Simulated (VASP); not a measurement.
# Ru (P6_3/mmc) in VASP: settings compared

One crystal, Ru, is run at these levels: PBE, PBEsol, LDA; tasks: phonons, elastic constants.

Program: VASP 6.6.1. These are calculated values, not measurements. Logs are shortened: lines on timing, memory, paths and dates and some standing lists are left out, and cuts for length are marked.

### 1 The crystal as given

Symmetry: P6_3/mmc, No. 194, hexagonal system. The conventional cell has a = 2.718 Å, b = 2.718 Å, c = 4.301 Å, α = 90.00°, β = 90.00°, γ = 120.00°. Ru (site symmetry -6m2) has 12 Ru at 2.66 to 2.72 Å as nearest neighbours.

### 2 Phonons, PBE

The input, POSCAR:

```
Ru
1.0
    2.7179493145     -0.0000000000      0.0000000000
   -1.3589746573      2.3538131526      0.0000000000
   -0.0000000000      0.0000000000      4.3005685092
  Ru
     2
Direct
     0.3333333332999970    0.6666666667000030    0.2500000000000000
     0.6666666667000030    0.3333333332999970    0.7500000000000000
```

The input, INCAR.step1:

```
SYSTEM = Ru
  PREC = Accurate
  ENCUT = 600
  EDIFF = 1E-8
  ISMEAR = 1
  SIGMA = 0.2
  LREAL = .FALSE.
  LASPH = .TRUE.
  NELM = 80
  ALGO = Fast
  ISIF = 3
  LWAVE = .FALSE.
  LCHARG = .FALSE.
  GGA = PE
  KPAR = 2
  IBRION = 2
  NSW = 40
  EDIFFG = -0.002
```

The input, INCAR.step2:

```
SYSTEM = Ru
  PREC = Accurate
  ENCUT = 600
  EDIFF = 1E-8
  ISMEAR = 1
  SIGMA = 0.2
  LREAL = .FALSE.
  LASPH = .TRUE.
  NELM = 80
  ALGO = Fast
  ISIF = 2
  LWAVE = .FALSE.
  LCHARG = .FALSE.
  GGA = PE
  KPAR = 2
  IBRION = 6
  NFREE = 2
  POTIM = 0.015
  NSW = 1
```

The input, KPOINTS:

```
Automatic mesh
0
G
  30 30 16
  0 0 0
```

Potentials or basis: VASP PAW PBE potentials, release 64 (Ru_pv).

The run is started by

```console
$ cat potpaw_PBE.64/Ru_pv/POTCAR > POTCAR
$ cp INCAR.step1 INCAR
$ mpirun -np 2 vasp_std > vasp.out
$ cp CONTCAR POSCAR
$ cp INCAR.step2 INCAR
$ mpirun -np 2 vasp_std > vasp.out
```

OUTCAR:

```text
SYSTEM = Ru
   PREC = Accurate
   ENCUT = 600
   EDIFF = 1E-8
   ISMEAR = 1
   LREAL = .FALSE.
   LASPH = .TRUE.
   NELM = 80
   ISIF = 2
   GGA = PE
   IBRION = 6
   NFREE = 2
   POTIM = 0.015
   NSW = 1

 ion  position               nearest neighbor table
   1  0.333  0.667  0.250-   2 2.66   2 2.66   2 2.66   2 2.66   2 2.66   2 2.66
   2  0.667  0.333  0.750-   1 2.66   1 2.66   1 2.66   1 2.66   1 2.66   1 2.66

  LATTYP: Found a hexagonal cell.
 ALAT       =     2.7209665484
 C/A-ratio  =     1.5771031880

  Lattice vectors:

 A1 = (   2.7209665484,  -0.0000000000,   0.0000000000)
 A2 = (  -1.3604832743,   2.3564261538,   0.0000000000)
 A3 = (   0.0000000000,   0.0000000000,   4.2912450180)

Analysis of symmetry for initial positions (statically):
=====================================================================
 Subroutine PRICEL returns:
 Original cell was already a primitive cell.

 Routine SETGRP: Setting up the symmetry group for a
 hexagonal supercell.

 Subroutine GETGRP returns: Found 24 space group operations
 (whereof 12 operations were pure point group operations)
 out of a pool of 24 trial point group operations.

The static configuration has the point symmetry D_3d.
 The point group associated with its full space group is D_6h.

Analysis of symmetry for dynamics (positions and initial velocities):
=====================================================================
 Subroutine PRICEL returns:
 Original cell was already a primitive cell.

 Routine SETGRP: Setting up the symmetry group for a
 hexagonal supercell.

 Subroutine GETGRP returns: Found 24 space group operations
 (whereof 12 operations were pure point group operations)
 out of a pool of 24 trial point group operations.

The dynamic configuration has the point symmetry D_3d.
 The point group associated with its full space group is D_6h.

 Subroutine INISYM returns: Found 24 space group operations
 (whereof 12 operations are pure point group operations),
 and found     1 'primitive' translations

----------------------------------------------------------------------------------------

                                     Primitive cell

  volume of cell :      27.5144

  direct lattice vectors                    reciprocal lattice vectors
     2.720966548 -0.000000000  0.000000000     0.367516462  0.212185728  0.000000000
    -1.360483274  2.356426154  0.000000000     0.000000000  0.424371457  0.000000000
     0.000000000  0.000000000  4.291245018     0.000000000  0.000000000  0.233032604

  length of vectors
     2.720966548  2.720966548  4.291245018     0.424371457  0.424371457  0.233032604

  position of ions in fractional coordinates (direct lattice)
     0.333333333  0.666666667  0.250000000
     0.666666667  0.333333333  0.750000000

  ion indices of the primitive-cell ions
   primitive index   ion index
                 1           1
                 2           2

----------------------------------------------------------------------------------------

 KPOINTS: Automatic mesh

Automatic generation of k-mesh.
 Grid dimensions read from file:
 generate k-points for:   30   30   16

 Generating k-lattice:

  Cartesian coordinates                     Fractional coordinates (reciprocal lattice)
     0.012250549  0.007072858  0.000000000     0.033333333 -0.000000000  0.000000000
     0.000000000  0.014145715  0.000000000     0.000000000  0.033333333  0.000000000
     0.000000000  0.000000000  0.014564538     0.000000000  0.000000000  0.062500000
[... 52 lines left out ...]
   LNONCOLLINEAR =      F non collinear calculations
   LSORBIT =      F    spin-orbit coupling
   LASPH  =      T    aspherical Exc in radial PAW
   ENCUT  =  600.0 eV  44.10 Ry    6.64 a.u.   5.43  5.43  8.57*2*pi/ulx,y,z
   NELM   =     80;   NELMIN=  2; NELMDL=  0     # of ELM steps
   EDIFF  = 0.1E-07   stopping-criterion for ELM
   LREAL  =      F    real-space projection
   EDIFFG = 0.1E-06   stopping-criterion for IOM
   NSW    =     61    number of steps for IOM
   IBRION =      6    ionic relax: 0-MD 1-quasi-New 2-CG
   NFREE  =      2    steps in history (QN), initial steepest desc. (CG)
   ISIF   =      2    stress and relaxation
   ISYM   =      2    0-nonsym 1-usesym 2-fastsym
   POTIM  = 0.0150    time-step for ionic-motion
   TEBEG  =    0.0;   TEEND  =   0.0 temperature during run
   PSTRESS=    0.0 pullay stress
   NELECT =      28.0000    total number of electrons
   NUPDOWN=      -1.0000    fix difference up-down
   EMIN   =  10.00;   EMAX   =-10.00  energy-range for DOS
   EFERMI =   0.00;   METHOD = LEGACY
   ISMEAR =     1;   SIGMA  =   0.20  broadening in eV -4-tet -1-fermi 0-gaus
   EFERMI_NEDOS =   21; number of points for ismear=-14 and -15
   IALGO  =     68    algorithm
   IMIX   =      4    mixing-type and parameters
     AMIX     =   0.40;   BMIX     =  1.00
     AMIX_MAG =   1.60;   BMIX_MAG =  1.00
  volume/ion in A,a.u.               =      13.76        92.84
  Fermi-wavevector in a.u.,A,eV,Ry     =   1.646673  3.111761 36.892637  2.711532
  Thomas-Fermi vector in A             =   2.736261
   LORBIT       =      0    0 simple, 1 ext, 2 COOP (PROOUT), +10 PAW based schemes
   GGA     = PE    functional components
   LHFCALC =     F    Hartree Fock is set to
   AEXX    =    0.0000 exact exchange contribution
   IVDW    =     0    specifies the selected vdW correction
   LEPSILON=     F    determine dielectric tensor
   LRPA    =     F    only Hartree local field effects (RPA)
 finite differences with symmetry
 non-spin polarized calculation
 RMM-DIIS sequential band-by-band and
 Methfessel and Paxton  Order N= 1 SIGMA  =   0.20
  energy-cutoff  :      600.00
  volume of cell :       27.51
 maximum number of plane-waves:       954
 NGX is ok and might be reduce to    24
   NGX = 11   NGY = 11   NGZ = 17

--------------------------------------- Ionic step        1  -------------------------------------------

 number of electron      28.0000004 magnetization

 Free energy of the ion-electron system (eV)
  ---------------------------------------------------
  ext. energy  EPLUGINS =         0.00000000
  ---------------------------------------------------
  free energy    TOTEN  =       -18.46916908 eV

  energy without entropy =      -18.47023503  energy(sigma->0) =      -18.46952439

------------------------ aborting loop because EDIFF is reached ----------------------------------------

  FORCE on cell =-STRESS in cart. coord.  units (eV):
  Direction    XX          YY          ZZ          XY          YZ          ZX
  --------------------------------------------------------------------------------------
  -------------------------------------------------------------------------------------
  Total        0.0004418      0.0004418     -0.0001076     -0.0000000     -0.0000000      0.0000000
  in kB        0.0257277      0.0257277     -0.0062662     -0.0000000     -0.0000000      0.0000000
  external PRESSURE =       0.0150630 kB  Pullay stress =       0.0000000 kB
[... 131 lines left out ...]
--------------------------------------- Ionic step        5  -------------------------------------------

 number of electron      28.0000003 magnetization

 Free energy of the ion-electron system (eV)
  ---------------------------------------------------
  ext. energy  EPLUGINS =         0.00000000
  ---------------------------------------------------
  free energy    TOTEN  =       -18.46782067 eV

  energy without entropy =      -18.46891686  energy(sigma->0) =      -18.46818607

 E-fermi :  12.6126     XC(G=0): -14.0379

 val. band max:       12.6124610416   @ k =   0.1333   0.1000   0.3750
 cond. band min:      12.6126237332   @ k =   0.3667   0.1333   0.3125
 fundamental gap:      0.0001626916
 Fermi energy:        12.6125526073

 k-point     1 :       0.0000    0.0000    0.0000
  band No.  band energies     occupation
      1     -31.0054      2.00000
      2     -30.1141      2.00000
      3     -30.1141      2.00000
      4     -29.9477      2.00000
      5     -29.9477      2.00000
      6     -29.9026      2.00000
[... 481 lines left out ...]
      5     -30.0269      2.00000
      6     -30.0166      2.00000
[... 10 lines left out ...]
     17      14.3010     -0.00000
     18      20.8087      0.00000

 [... further k-points ...]
[... 5 lines left out ...]
  --------------------------------------------------------------------------------------
  -------------------------------------------------------------------------------------
  Total        0.0045888      0.0045888      0.0140938     -0.0000000      0.0000000     -0.0000000
  in kB        0.2672083      0.2672083      0.8206871     -0.0000000      0.0000000     -0.0000000
  external PRESSURE =       0.4517012 kB  Pullay stress =       0.0000000 kB
[... 17 lines left out ...]
  FREE ENERGIE OF THE ION-ELECTRON SYSTEM (eV)
  ---------------------------------------------------
  free  energy   TOTEN  =       -18.4678206728 eV

  energy  without entropy=      -18.4689168583  energy(sigma->0) =      -18.46818607

 INTERNAL STRAIN TENSORS FROM DISPLACED ATOMS
 ============================================

 INTERNAL STRAIN TENSOR FOR ION    1 for displacements in x,y,z  (eV/Angst):
          X           Y           Z          XY          YZ          ZX
  --------------------------------------------------------------------------------
  x     0.00000    -0.00000     0.00000    -2.65349     0.00000     0.00000
  y    -2.65349     2.65349     0.00000    -0.00000     0.00000     0.00000
  z    -0.00000    -0.00000     0.00000     0.00000     0.00000    -0.00000

 INTERNAL STRAIN TENSOR FOR ION    2 for displacements in x,y,z  (eV/Angst):
          X           Y           Z          XY          YZ          ZX
  --------------------------------------------------------------------------------
  x    -0.00000     0.00000    -0.00000     2.65349     0.00000     0.00000
  y     2.65349    -2.65349    -0.00000     0.00000     0.00000     0.00000
  z     0.00000     0.00000    -0.00000     0.00000    -0.00000     0.00000

 Eigenvectors and eigenvalues of the dynamical matrix
 ----------------------------------------------------

   1 f  =    7.614743 THz    47.844839 2PiTHz  254.000474 cm-1    31.492031 meV
             X         Y         Z           dx          dy          dz
     -0.000000  1.570951  1.072811    -0.000000    0.000000    0.707107
      1.360483  0.785475  3.218434     0.000000    0.000000   -0.707107
[... 21 lines left out ...]
   6 f  =    0.000000 THz     0.000000 2PiTHz    0.000001 cm-1     0.000000 meV
             X         Y         Z           dx          dy          dz
     -0.000000  1.570951  1.072811     0.648915   -0.280760   -0.009108
      1.360483  0.785475  3.218434     0.648915   -0.280760   -0.009108

 ELASTIC MODULI CONTR FROM IONIC RELAXATION (kBar)
 Direction    XX          YY          ZZ          XY          YZ          ZX
 --------------------------------------------------------------------------------
 XX         -57.9718     57.9718      0.0000      0.0000      0.0000     -0.0000
 YY          57.9718    -57.9718     -0.0000      0.0000      0.0000     -0.0000
 ZZ           0.0000     -0.0000     -0.0000      0.0000     -0.0000      0.0000
 XY           0.0000      0.0000      0.0000    -57.9718     -0.0000      0.0000
 YZ           0.0000      0.0000     -0.0000     -0.0000     -0.0000      0.0000
 ZX          -0.0000     -0.0000      0.0000      0.0000      0.0000     -0.0000
 --------------------------------------------------------------------------------
```

Run time: 40 min. Hardware: 2 MPI ranks of AMD EPYC 9R45 (Zen 5), shared host; peak memory 3.1 GiB.

Results:

```yaml
Highest_phonon_frequency_at_Γ: 254 cm⁻¹
```

The path:
```tsv
step	energy change (eV)	largest force (eV/Å)	pressure (GPa)	volume (Å³)
1	0.0000	0.0000	-0.02	27.51
2	-0.0001	0.0000	0.16	27.50
3	-0.0003	0.0000	0.07	27.51
4	-0.0003	0.0000	-0.18	27.53
5	-0.0003	0.0000	0.01	27.51
```

Phonon frequencies in cm⁻¹ (negative: imaginary):
| q point | frequencies |
| --- | --- |
| (0.000, 0.000, 0.000) | 0 0 0 195 195 254 |

(Part 1 of 2 ends here.)
